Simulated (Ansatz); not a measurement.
**Cadmium, dhcp under LDA: from relaxation to bulk modulus**

The plan for cadmium in the dhcp structure: relax it, solve it on a dense k-mesh, then scale the cell to 7 volumes from 88 to 112 % of the relaxed one and try a fit of the equation of state. Spin polarisation is left out. The k-meshes are 12×12×3 for the relaxation; 16×16×5 for the dense run; 13×13×4 for the volumes.

Method: DFT LDA (PW92), plane waves (420 eV) with PAW, scalar-relativistic; PBE-made PAW files, in Ansatz 0.2.0.

## 1. The structure to begin with

Symmetry: P6_3/mmc, No. 194, hexagonal system. The conventional cell has a = 3.125 Å, b = 3.125 Å, c = 10.207 Å, α = 90.00°, β = 90.00°, γ = 120.00°. Cd (site symmetry -3m) is surrounded by 12 Cd at 3.13 Å. Cd (site symmetry -6m2) is surrounded by 12 Cd at 3.13 Å.

As a file:

```cif
data_structure
_symmetry_space_group_name_H-M 'P 1'
_symmetry_Int_Tables_number 1
_cell_length_a 3.1253
_cell_length_b 3.1253
_cell_length_c 10.2072
_cell_angle_alpha 90.000
_cell_angle_beta 90.000
_cell_angle_gamma 120.000
_cell_volume 86.34
loop_
_atom_site_label
_atom_site_type_symbol
_atom_site_fract_x
_atom_site_fract_y
_atom_site_fract_z
_atom_site_occupancy
Cd1 Cd 0.00000 0.00000 0.00000 1
Cd2 Cd 0.00000 0.00000 0.50000 1
Cd3 Cd 0.33333 0.66667 0.25000 1
Cd4 Cd 0.66667 0.33333 0.75000 1
```

## 2. Relaxing cell and atoms

The input, input.yaml:

```yaml
crystal:
  lattice:
    - [3.1252932589, 0.0, 0.0]
    - [-1.5626466294, 2.7065833565, 0.0]
    - [0.0, 0.0, 10.2072077835]
  atoms:
    - { symbol: Cd, position: [0.0, 0.0, 0.0] }
    - { symbol: Cd, position: [0.0, 0.0, 0.5] }
    - { symbol: Cd, position: [0.3333333333, 0.6666666667, 0.25] }
    - { symbol: Cd, position: [0.6666666667, 0.3333333333, 0.75] }
hamiltonian:
  xc: lda
  pseudopotentials:
    kind: paw
    azcp:
      Cd: "pseudopotentials/Cd.paw.azcp"
basis:
  ecutwfc: 420
  fft_grid_basis: typed
kpoints:
  mp_grid: { grid: [12, 12, 3], shift: [0, 0, 0] }
magnetization:
  spin_polarized: false
scf:
  occupations: { method: fermi_dirac, width: 0.1 }
relax:
  max_steps: 60
  f_tol: 0.01
  cell: {}
```

What it wrote, shortened:

```text
Warning: <dir> the record states the generating functional pbe (its physics header spells it `PBE`), which answers neither for hamiltonian.xc's functional nor for the lda family's — results may be inconsistent (PPs are generated against a specific XC)
Warning: RAYON_NUM_THREADS=2 ignored (pool sized by the plan → 2); use --threads N
[...]
Pseudopotentials: kind: paw
Pseudopotential: Cd, paw, valence charge 20, recommended cutoff 420 eV (normal), <dir>
Functional definition: SPW92
[...]
Crystal: 4 atoms, lattice volume = 86.341 Å³
Basis set: ecut = 420 eV, 1655 PW (Γ)
Bands: 48, of which v1, the nominal top of the filled ones, is band 40 counted from 1 (39 counted from 0)
Symmetry: 24 space group operations
Space group: P63/mmc (ITA 194), of the structure as read, at distance tolerance 4.4e-5 Å
k-points: 38 of 432
[...]
SCF iter   1: F=—  HF=-32471.396284 eV  |F-HF|=—  |Δ(HF+E_count)|=         —  Δρ=9.69e-3  dr2=5.48e-2  ethr=1.77e-3  ⟨swp⟩=6.3  Hψ=6302  notcnv=0  defer=11
[...]
relax step   1: F+E_penalty+E_count = -32471.37854149 eV  Δ(F+E_penalty+E_count) = +0.000e0 eV  max|allowed force component| = 1.874e-16 eV/Å  Δτ_max = 0.0000 Å  P = -4.437 GPa  Ω = 86.341 Å³  (6 SCF iters, dr2 threshold 1.00e-7 eV, accepted)
[...]
relax step   6: F+E_penalty+E_count = -32471.48817293 eV  Δ(F+E_penalty+E_count) = -4.788e-4 eV  max|allowed force component| = 2.591e-16 eV/Å  Δτ_max = 0.0000 Å  P = -0.014 GPa  Ω = 79.463 Å³  energy of the carried Pulay correction = +1.106e-3 eV  (4 SCF iters, dr2 threshold 4.00e-7 eV, accepted)
[...]
relax step   7: F+E_penalty+E_count = -32471.48690795 eV  Δ(F+E_penalty+E_count) = +1.265e-3 eV  max|allowed force component| = 2.591e-16 eV/Å  Δτ_max = 0.0000 Å  P = -0.010 GPa  Ω = 79.463 Å³  stress off target by 1.82e-2 GPa  SCF on the basis re-selected at this cell (its energy is not [...]
SCF converged after 6 iterations
Free energy (F): -32471.486908 eV
[...]
E sigma→0 (E₀):  -32471.466869 eV
Entropy (-TS):   -0.040078 eV (-10.019 meV/atom)
Fermi energy:    15.961289 eV
[...]
--- Forces (eV/Å), atoms counted from 1 ---
  atom   1  Cd     0.00000000    -0.00000000     0.00000000
  atom   2  Cd    -0.00000000    -0.00000000     0.00000000
  atom   3  Cd     0.00000000    -0.00000000    -0.00000000
  atom   4  Cd    -0.00000000    -0.00000000     0.00000000
[...]
--- Stress (GPa, compression-positive) ---
       -0.018248       0.000000      -0.000000
        0.000000      -0.018248      -0.000000
       -0.000000      -0.000000       0.007325
  P = ⅓ Tr σ = -0.0097 GPa (-0.097 kbar)
--- Relaxed structure (6 steps of the walk, 6 accepted, 1 SCFs on fresh bases) ---
  F+E_penalty+E_count = -32471.48690795 eV   max|allowed force component| = 2.591e-16 eV/Å   (the final SCF, on the basis selected at the relaxed cell)
  cell:  # Å, volume = 79.4633 Å³
    - [3.0679107524518012, -2.833742155645729e-11, -7.626282848120236e-33]
    - [-1.5339553762013596, 2.656888648180861, 2.5330175438628545e-33]
    - [-2.4907439781765614e-32, -6.013738250880165e-33, 9.748787619593207]
  atoms:
    - { symbol: Cd, position: [-3.6691710510448834e-33, 2.79440400995978e-34, -6.407371380630803e-35] }
    - { symbol: Cd, position: [-4.6893171655587364e-33, -1.682572176494062e-34, 0.49999999999999994] }
    - { symbol: Cd, position: [0.33333333333333337, 0.6666666666666669, 0.24999999999999997] }
    - { symbol: Cd, position: [0.6666666666666667, 0.33333333333333337, 0.7499999999999999] }
```

Run time: 10 s. Hardware: 2 threads of Intel Xeon 6975P-C (Granite Rapids), shared host; peak memory 0.47 GiB.

The walk, from the log:

| step | energy change (meV/atom) | largest force (eV/Å) | pressure (GPa) | volume (Å³/atom) |
| --- | --- | --- | --- | --- |
| 1 | 0.00 | 0.0000 | -4.44 | 21.585 |
| 2 | -24.14 | 0.0000 | 1.76 | 19.387 |
| 3 | -26.67 | 0.0000 | -0.34 | 19.958 |
| 4 | -27.00 | 0.0000 | -0.07 | 19.876 |
| 5 | -27.29 | 0.0000 | 0.39 | 19.751 |
| 6 | -27.41 | 0.0000 | -0.01 | 19.866 |
| 7 | -27.09 | 0.0000 | -0.01 | 19.866 |

Steps that repeat a cell are solved on a basis chosen anew, so their changes of energy are no gain of the relaxation.

Changes in the cell that was computed:

|  | before | after | change |
| --- | --- | --- | --- |
| a (Å) | 3.125 | 3.068 | -1.8 % |
| b (Å) | 3.125 | 3.068 | -1.8 % |
| c (Å) | 10.207 | 9.749 | -4.5 % |
| volume (Å³/atom) | 21.585 | 19.866 | -8.0 % |
| shortest distance (Å) | 3.125 | 3.013 | -3.6 % |
| space group (spins left aside) | P6_3/mmc | P6_3/mmc | same |

## 3. The energy on a finer k-mesh

The input, input.yaml:

```yaml
crystal:
  lattice:
    - [3.0679107525, 0.0, 0.0]
    - [-1.5339553762, 2.6568886482, 0.0]
    - [0.0, 0.0, 9.7487876196]
  atoms:
    - { symbol: Cd, position: [1.0, 0.0, 1.0] }
    - { symbol: Cd, position: [1.0, 1.0, 0.5] }
    - { symbol: Cd, position: [0.3333333333, 0.6666666667, 0.25] }
    - { symbol: Cd, position: [0.6666666667, 0.3333333333, 0.75] }
hamiltonian:
  xc: lda
  pseudopotentials:
    kind: paw
    azcp:
      Cd: "pseudopotentials/Cd.paw.azcp"
basis:
  ecutwfc: 420
  fft_grid_basis: typed
kpoints:
  mp_grid: { grid: [16, 16, 5], shift: [0, 0, 0] }
magnetization:
  spin_polarized: false
scf:
  occupations: { method: fermi_dirac, width: 0.1 }
```

What it wrote, shortened:

```text
Warning: <dir> the record states the generating functional pbe (its physics header spells it `PBE`), which answers neither for hamiltonian.xc's functional nor for the lda family's — results may be inconsistent (PPs are generated against a specific XC)
Warning: RAYON_NUM_THREADS=2 ignored (pool sized by the plan → 2); use --threads N
[...]
[... 3 set-up lines as earlier in the session ...]
[...]
Crystal: 4 atoms, lattice volume = 79.463 Å³
Basis set: ecut = 420 eV, 1569 PW (Γ)
Bands: 46, of which v1, the nominal top of the filled ones, is band 40 counted from 1 (39 counted from 0)
[... 1 set-up line as earlier in the session ...]
Space group: P63/mmc (ITA 194), of the structure as read, at distance tolerance 4.3e-5 Å
k-points: 90 of 1280
[...]
SCF iter   1: F=—  HF=-32471.482164 eV  |F-HF|=—  |Δ(HF+E_count)|=         —  Δρ=1.02e-2  dr2=5.65e-2  ethr=1.77e-3  ⟨swp⟩=6.2  Hψ=13743  notcnv=0  defer=12
[...]
SCF iter   6: F=-32471.463607 eV  HF=-32471.463607 eV  |F-HF|=3.16e-8  |Δ(HF+E_count)|=   7.63e-7  Δρ=8.78e-6  dr2=5.16e-8  ethr=1.25e-10  ⟨swp⟩=1.6  Hψ=10950  notcnv=0
[...]
SCF converged after 6 iterations
Free energy (F): -32471.463607 eV
[...]
E sigma→0 (E₀):  -32471.438026 eV
Entropy (-TS):   -0.051162 eV (-12.791 meV/atom)
Fermi energy:    16.016735 eV
[...]
```

Wall time 2.8 s (2 threads of Intel Xeon 6975P-C (Granite Rapids), shared host); peak memory 0.52 GiB.

## 4. Equation of state: 88 %

Changes to input.yaml since step 3:

```diff
@@ -2,5 +2,5 @@
   lattice:
-    - [3.0679107525, 0.0, 0.0]
-    - [-1.5339553762, 2.6568886482, 0.0]
-    - [0.0, 0.0, 9.7487876196]
+    - [2.9399296998, 0.0, 0.0]
+    - [-1.4699648499, 2.5460538054, 0.0]
+    - [0.0, 0.0, 9.3421069166]
   atoms:
@@ -20,3 +20,3 @@
 kpoints:
-  mp_grid: { grid: [16, 16, 5], shift: [0, 0, 0] }
+  mp_grid: { grid: [13, 13, 4], shift: [0, 0, 0] }
 magnetization:
@@ -25 +25,4 @@
   occupations: { method: fermi_dirac, width: 0.1 }
+  lower_state_search: "off"
+output:
+  stress: true
```

What it wrote, shortened:

```text
Warning: <dir> the record states the generating functional pbe (its physics header spells it `PBE`), which answers neither for hamiltonian.xc's functional nor for the lda family's — results may be inconsistent (PPs are generated against a specific XC)
Warning: RAYON_NUM_THREADS=2 ignored (pool sized by the plan → 2); use --threads N
[...]
[... 3 set-up lines as earlier in the session ...]
[...]
Crystal: 4 atoms, lattice volume = 69.928 Å³
Basis set: ecut = 420 eV, 1375 PW (Γ)
Bands: 46, of which v1, the nominal top of the filled ones, is band 40 counted from 1 (39 counted from 0)
[... 1 set-up line as earlier in the session ...]
Space group: P63/mmc (ITA 194), of the structure as read, at distance tolerance 4.1e-5 Å
k-points: 63 of 676
[...]
SCF iter   1: F=—  HF=-32471.147104 eV  |F-HF|=—  |Δ(HF+E_count)|=         —  Δρ=1.10e-2  dr2=6.04e-2  ethr=1.77e-3  ⟨swp⟩=6.1  Hψ=9513  notcnv=0  defer=8
[...]
SCF iter   6: F=-32471.126244 eV  HF=-32471.126244 eV  |F-HF|=5.00e-8  |Δ(HF+E_count)|=   9.87e-7  Δρ=1.19e-5  dr2=5.96e-8  ethr=1.25e-10  ⟨swp⟩=3.0  Hψ=10540  notcnv=0
[...]
SCF converged after 6 iterations
Free energy (F): -32471.126244 eV
[...]
E sigma→0 (E₀):  -32471.102300 eV
Entropy (-TS):   -0.047888 eV (-11.972 meV/atom)
Fermi energy:    19.004394 eV
[...]
--- Stress (GPa, compression-positive) ---
       12.551111       0.000000       0.000000
        0.000000      12.551111       0.000000
        0.000000       0.000000      13.368960
  P = ⅓ Tr σ = 12.8237 GPa (128.237 kbar)
```

It took 2.2 s on 2 threads of Intel Xeon 6975P-C (Granite Rapids), shared host; peak memory 0.46 GiB.

## 5. Equation of state: 92 %

Changes to input.yaml since step 4:

```diff
@@ -2,5 +2,5 @@
   lattice:
-    - [2.9399296998, 0.0, 0.0]
-    - [-1.4699648499, 2.5460538054, 0.0]
-    - [0.0, 0.0, 9.3421069166]
+    - [2.9838157177, 0.0, 0.0]
+    - [-1.4919078588, 2.5840602117, 0.0]
+    - [0.0, 0.0, 9.481561908]
   atoms:
```

What it wrote, shortened:

```text
Warning: <dir> the record states the generating functional pbe (its physics header spells it `PBE`), which answers neither for hamiltonian.xc's functional nor for the lda family's — results may be inconsistent (PPs are generated against a specific XC)
Warning: RAYON_NUM_THREADS=2 ignored (pool sized by the plan → 2); use --threads N
[...]
[... 3 set-up lines as earlier in the session ...]
[...]
Crystal: 4 atoms, lattice volume = 73.106 Å³
Basis set: ecut = 420 eV, 1387 PW (Γ)
Bands: 46, of which v1, the nominal top of the filled ones, is band 40 counted from 1 (39 counted from 0)
[... 1 set-up line as earlier in the session ...]
Space group: P63/mmc (ITA 194), of the structure as read, at distance tolerance 4.2e-5 Å
k-points: 63 of 676
[...]
SCF iter   1: F=—  HF=-32471.344674 eV  |F-HF|=—  |Δ(HF+E_count)|=         —  Δρ=1.07e-2  dr2=5.90e-2  ethr=1.77e-3  ⟨swp⟩=6.2  Hψ=9580  notcnv=0  defer=7
[...]
SCF iter   6: F=-32471.324715 eV  HF=-32471.324715 eV  |F-HF|=5.72e-8  |Δ(HF+E_count)|=   8.82e-7  Δρ=1.18e-5  dr2=7.00e-8  ethr=1.25e-10  ⟨swp⟩=3.0  Hψ=10520  notcnv=0
[...]
SCF converged after 6 iterations
Free energy (F): -32471.324715 eV
[...]
E sigma→0 (E₀):  -32471.299492 eV
Entropy (-TS):   -0.050446 eV (-12.611 meV/atom)
Fermi energy:    17.923466 eV
[...]
--- Stress (GPa, compression-positive) ---
        7.239508       0.000000       0.000000
        0.000000       7.239508       0.000000
        0.000000       0.000000       7.791475
  P = ⅓ Tr σ = 7.4235 GPa (74.235 kbar)
```

Run time: 2.1 s. Hardware: 2 threads of Intel Xeon 6975P-C (Granite Rapids), shared host; peak memory 0.46 GiB.

## 6. Equation of state: 96 %

Changes to input.yaml since step 5:

```diff
@@ -2,5 +2,5 @@
   lattice:
-    - [2.9838157177, 0.0, 0.0]
-    - [-1.4919078588, 2.5840602117, 0.0]
-    - [0.0, 0.0, 9.481561908]
+    - [3.0264474163, 0.0, 0.0]
+    - [-1.5132237081, 2.6209803457, 0.0]
+    - [0.0, 0.0, 9.617031095]
   atoms:
@@ -28 +28,5 @@
   stress: true
+  write_density: true
+  write_potential: true
+  elf: true
+  volumetric_format: npy
```

What it wrote:

```text
Warning: <dir> the record states the generating functional pbe (its physics header spells it `PBE`), which answers neither for hamiltonian.xc's functional nor for the lda family's — results may be inconsistent (PPs are generated against a specific XC)
Warning: RAYON_NUM_THREADS=2 ignored (pool sized by the plan → 2); use --threads N
Engine: ansatz 0.2.0, x86_64-unknown-linux-gnu
[... 3 set-up lines as earlier in the session ...]
  exchange = slater_x
  correlation = pw_c
Crystal: 4 atoms, lattice volume = 76.285 Å³
Basis set: ecut = 420 eV, 1461 PW (Γ)
Bands: 48, of which v1, the nominal top of the filled ones, is band 40 counted from 1 (39 counted from 0)
[... 2 set-up lines as earlier in the session ...]
k-points: 63 of 676
Non-local potential: Cd, projectors of the file, l = 0: 3, l = 1: 2, l = 2: 2, l = 3: 1
PAW form: soft (Blöchl's): semilocal exchange-correlation on the pseudo side does not see the compensation charge
PAW frozen core: Cd, regenerated for the run's functional, and the local potential with it (the file was generated under x = pbe(κ = 0.804, μ = 0.2195149727645171), c = pbe(β = 0.06672455060314922))
PAW one-centre angular grid: Cd, 590 points (default); XC on 64 Gauss nodes
Initial density: superposition of atomic densities (neutral atoms: chi_scale 0, normalization atom), corrected by the library's trained network
Initial wavefunctions: pseudopotential atomic-orbital guess
Functional: x = slater, c = lda
SCF iter   1: F=—  HF=-32471.448420 eV  |F-HF|=—  |Δ(HF+E_count)|=         —  Δρ=1.04e-2  dr2=5.76e-2  ethr=1.77e-3  ⟨swp⟩=6.3  Hψ=10330  notcnv=0  defer=29
preconditioner: auto → Kerker (q_TF=auto, 2.750 Å⁻¹)  [metal: Δε(μ)=0.043 eV  Ē_g=13.604 eV  σ=0.100 eV  W_gap=0.11  n_scr=38 (ndim 8)  ℏωp=29.5 eV  f_vac=0.000  D(μ)=1.65/eV (n_scr^D=6)]
SCF iter   2: F=—  HF=-32471.430916 eV  |F-HF|=—  |Δ(HF+E_count)|=   1.75e-2  Δρ=3.42e-3  dr2=5.95e-3  ethr=7.20e-5  ⟨swp⟩=2.2  Hψ=5092  notcnv=0  defer=34
SCF iter   3: F=—  HF=-32471.429271 eV  |F-HF|=—  |Δ(HF+E_count)|=   1.65e-3  Δρ=1.07e-3  dr2=5.96e-4  ethr=7.44e-6  ⟨swp⟩=2.0  Hψ=4210  notcnv=0  defer=36
SCF iter   4: F=—  HF=-32471.429180 eV  |F-HF|=—  |Δ(HF+E_count)|=   9.04e-5  Δρ=1.43e-4  dr2=5.62e-5  ethr=7.45e-7  ⟨swp⟩=2.7  Hψ=4982  notcnv=0  defer=36
SCF iter   5: F=—  HF=-32471.429189 eV  |F-HF|=—  |Δ(HF+E_count)|=   8.35e-6  Δρ=4.56e-5  dr2=3.41e-6  ethr=7.03e-8  ⟨swp⟩=2.0  Hψ=3106  notcnv=0  defer=36
SCF iter   6: F=-32471.429188 eV  HF=-32471.429188 eV  |F-HF|=8.25e-8  |Δ(HF+E_count)|=   8.80e-7  Δρ=1.34e-5  dr2=9.74e-8  ethr=1.25e-10  ⟨swp⟩=9.6  Hψ=19680  notcnv=0
SCF 1 converged in 6 iterations: F = -32471.429188 eV  dr2 = 9.74e-8
SCF converged after 6 iterations
Free energy (F): -32471.429188 eV
Harris-Foulkes:  -32471.429188 eV  (|F-HF|=8.25e-8)
Internal energy: -32471.376876 eV  (E = F + TS)
E sigma→0 (E₀):  -32471.403032 eV
Entropy (-TS):   -0.052312 eV (-13.078 meV/atom)
Fermi energy:    16.937115 eV
--- Per-component energies (eV) ---
  E_band       = -1421.487888
  E_kinetic    = 2025.522472
  E_local      = -10873.066460  (includes V_loc(G=0)·N_el)
  E_nonlocal   = 157.159164
  E_hartree    = 5158.412029
  E_xc         = -707.328634
  E_vxc        = -892.422018  (∫ρ·V_xc dr)
  E_paw        = -15783.299934  (= ΣΔE_a)
  E_vpaw       = -2155.521149  (= ΣTr[D̂ρ^β])
  E_aug_tail   = 0.000044  (compensation charges beyond the density's cutoff)
  E_ewald      = -12451.841832
  E_core_change = 3.066275  (= ΣΔE_core)
  E_smearing   = -0.052312  (= −TS)
  E_closure    = 0.000000  (closes the sum)
  Σ components = -32471.429188   (vs F -32471.429188, Δ=0.00e0)
--- Stress (GPa, compression-positive) ---
        3.175041      -0.000000       0.000000
       -0.000000       3.175041      -0.000000
        0.000000      -0.000000       3.525624
  P = ⅓ Tr σ = 3.2919 GPa (32.919 kbar)
--- Band table (eV; the first three rows and the last of 63) ---
  k-point 0: bands = ["-86.2592", "-86.2584", "-86.2454", "-86.2446", "-47.4209", "-47.3903", "-47.3805", "-47.3684", "-47.3684", "-47.3663", "-47.3663", "-47.3509", "-47.3509", "-47.3498", "-47.3488", "-47.3488", "6.5392", "6.8535", "6.9009", "6.9225", "7.2466", "7.2466", "7.2513", "7.2513", "7.3429", "7.4033", "7.4033", "7.4392", "7.4392", "7.7486", "7.7486", "7.9438", "7.9438", "8.1105", "8.1105", "8.3676", "8.3676", "8.9500", "8.9640", "14.0335", "15.9917", "24.1556", "24.1570", "29.4123", "29.7375", "29.7375", "29.8007", "30.3968"]
  k-point 1: bands = ["-86.2591", "-86.2586", "-86.2453", "-86.2448", "-47.4182", "-47.3997", "-47.3711", "-47.3681", "-47.3681", "-47.3666", "-47.3666", "-47.3525", "-47.3506", "-47.3506", "-47.3491", "-47.3491", "6.5671", "6.7672", "6.9717", "7.0551", "7.2683", "7.2683", "7.2698", "7.2698", "7.3248", "7.3733", "7.3733", "7.4045", "7.4045", "7.7820", "7.7820", "7.9126", "7.9126", "8.0652", "8.1625", "8.1625", "8.3380", "8.3380", "10.0907", "12.9484", "17.2742", "21.6916", "26.6921", "29.4827", "29.7791", "29.8368", "29.8368", "30.3121"]
  k-point 2: bands = ["-86.2588", "-86.2588", "-86.2450", "-86.2450", "-47.4107", "-47.4107", "-47.3674", "-47.3674", "-47.3674", "-47.3674", "-47.3600", "-47.3600", "-47.3498", "-47.3498", "-47.3498", "-47.3498", "6.6467", "6.6467", "7.1477", "7.1477", "7.3130", "7.3130", "7.3130", "7.3130", "7.3338", "7.3338", "7.3338", "7.3338", "7.4529", "7.4529", "7.8496", "7.8496", "7.8496", "7.8496", "8.2590", "8.2590", "8.2590", "8.2590", "11.4426", "11.4426", "19.3690", "19.3690", "29.1242", "29.1242", "29.6510", "29.6510", "30.1190", "30.1190"]
  k-point 62: bands = ["-86.2549", "-86.2549", "-86.2418", "-86.2418", "-47.4055", "-47.4055", "-47.4019", "-47.4019", "-47.3924", "-47.3924", "-47.3810", "-47.3810", "-47.3693", "-47.3693", "-47.3664", "-47.3664", "6.7174", "6.7174", "6.9407", "6.9407", "7.1521", "7.1521", "7.2552", "7.2552", "7.4664", "7.4664", "7.5582", "7.5582", "7.7963", "7.7963", "7.9807", "7.9807", "8.2806", "8.2806", "8.3942", "8.3942", "15.1313", "15.1313", "16.8428", "16.8428", "17.1755", "17.1755", "18.8347", "18.8347", "20.4945", "20.4945", "21.1413", "21.1413"]
```

It took 3.4 s on 2 threads of Intel Xeon 6975P-C (Granite Rapids), shared host; peak memory 0.48 GiB.

Density in a lattice plane of the grid's cell (edges 3.03 and 9.62 Å, at 0.000 of the third edge), which holds Cd.

Ten even steps from '0' (0.13 e/Å³) to '9' (26.58 e/Å³):
```
32000002
00000000
00000000
00000000
00000000
00000000
00000000
00000000
32000002
95000005
32000002
00000000
00000000
00000000
00000000
00000000
00000000
00000000
32000002
95000005
```
Columns run along the first of these edges and rows up along the second, over one cell in 8 and 20 even steps from the bottom left corner. Atoms in the plane (fractional): Cd at (1.00, 0.00), Cd at (1.00, 0.50).

ELF in the same plane.

Ten even steps from ' ' (0.19) to '@' (0.92):
```
++==..      ..==
..              
                
..              
..    ......    
..              
                
..              
++==..      ..==
@@**::      ::**
++==..      ..==
..              
                
..              
..    ......    
..              
                
                
++==..      ..==
@@**::      ::**
```
Columns run along the first of these edges and rows up along the second, over one cell in 8 and 20 even steps from the bottom left corner. Atoms in the plane (fractional): Cd at (1.00, 0.00), Cd at (1.00, 0.50).

Both are smooth fields of the valence electrons: close to the nuclei they are not physical.

## 7. Equation of state: 100 %

Changes to input.yaml since step 6:

```diff
@@ -2,5 +2,5 @@
   lattice:
-    - [3.0264474163, 0.0, 0.0]
-    - [-1.5132237081, 2.6209803457, 0.0]
-    - [0.0, 0.0, 9.617031095]
+    - [3.0679107525, 0.0, 0.0]
+    - [-1.5339553762, 2.6568886482, 0.0]
+    - [0.0, 0.0, 9.7487876196]
   atoms:
@@ -28,5 +28 @@
   stress: true
-  write_density: true
-  write_potential: true
-  elf: true
-  volumetric_format: npy
```

What it wrote, shortened:

```text
Warning: <dir> the record states the generating functional pbe (its physics header spells it `PBE`), which answers neither for hamiltonian.xc's functional nor for the lda family's — results may be inconsistent (PPs are generated against a specific XC)
Warning: RAYON_NUM_THREADS=2 ignored (pool sized by the plan → 2); use --threads N
[...]
[... 3 set-up lines as earlier in the session ...]
[...]
Crystal: 4 atoms, lattice volume = 79.463 Å³
Basis set: ecut = 420 eV, 1569 PW (Γ)
Bands: 46, of which v1, the nominal top of the filled ones, is band 40 counted from 1 (39 counted from 0)
[... 2 set-up lines as earlier in the session ...]
k-points: 63 of 676
[...]
SCF iter   1: F=—  HF=-32471.480197 eV  |F-HF|=—  |Δ(HF+E_count)|=         —  Δρ=1.01e-2  dr2=5.62e-2  ethr=1.77e-3  ⟨swp⟩=6.2  Hψ=9637  notcnv=0  defer=9
[...]
SCF iter   6: F=-32471.461770 eV  HF=-32471.461770 eV  |F-HF|=5.34e-8  |Δ(HF+E_count)|=   7.55e-7  Δρ=1.09e-5  dr2=7.55e-8  ethr=1.25e-10  ⟨swp⟩=2.8  Hψ=10513  notcnv=0
[...]
SCF converged after 6 iterations
Free energy (F): -32471.461770 eV
[...]
E sigma→0 (E₀):  -32471.435028 eV
Entropy (-TS):   -0.053485 eV (-13.371 meV/atom)
Fermi energy:    16.034533 eV
[...]
--- Stress (GPa, compression-positive) ---
        0.070919      -0.000000       0.000000
       -0.000000       0.070919      -0.000000
        0.000000      -0.000000       0.258473
  P = ⅓ Tr σ = 0.1334 GPa (1.334 kbar)
```

It took 2.1 s on 2 threads of Intel Xeon 6975P-C (Granite Rapids), shared host; peak memory 0.49 GiB.

[end of part 1 of 2]
